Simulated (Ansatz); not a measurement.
# Ru under changes of volume

One of the cells (13.575 Å³/atom); the others are scaled copies at fixed shape and fractional positions:

```
Ru
1.0
     2.70580    0.00000    0.00000
    -1.35290    2.34329    0.00000
     0.00000    0.00000    4.28190
Ru
2
Direct
  0.66667 0.33333 0.75000
  0.33333 0.66667 0.25000
```

* Program: Ansatz 0.2.0
* Functional: BLYP
* Potentials or basis: Ansatz PAW
* Cutoff: 420 eV (not typed: the program's choice for these potentials)
* k mesh: 11 × 11 × 6
* Occupations: fermi-dirac, width 0.05 eV
* Spin: no spin polarisation

| volume (Å³/atom) | energy over the lowest point (meV/atom) | pressure (GPa) |
| --- | --- | --- |
| 12.760 | ? | ? |
| 13.032 | 136.13 | 34.9 |
| 13.303 | 84.43 | 26.4 |
| 13.575 | 46.33 | 18.8 |
| 13.846 | 20.39 | 12.0 |
| 14.118 | 5.32 | 6.0 |
| 14.389 | 0.00 | 0.6 |

Question: What does the run at 12.760 Å³/atom give?

Answer: Energy over the lowest point 203.00 meV/atom; pressure 44.3 GPa.

Worked out: A Birch-Murnaghan fit of order 3 (a polynomial in V^(-2/3)) to the other rows has its minimum at 14.42 Å³/atom, just outside them, with B0 = V·E''(V) = 269 GPa and B' = 5.0 at fixed shape and positions, which overstates the stiffness. It gives 203.30 meV/atom at 12.760 Å³/atom, against the run's 203.00, and -dE/dV = 44.5 GPa, against 44.3.

Energies are extrapolated to zero smearing.

Caveats: the PAW data sets come from PBE, with cores solved anew for the run's functional, which leaves a small shift of forces and pressure.
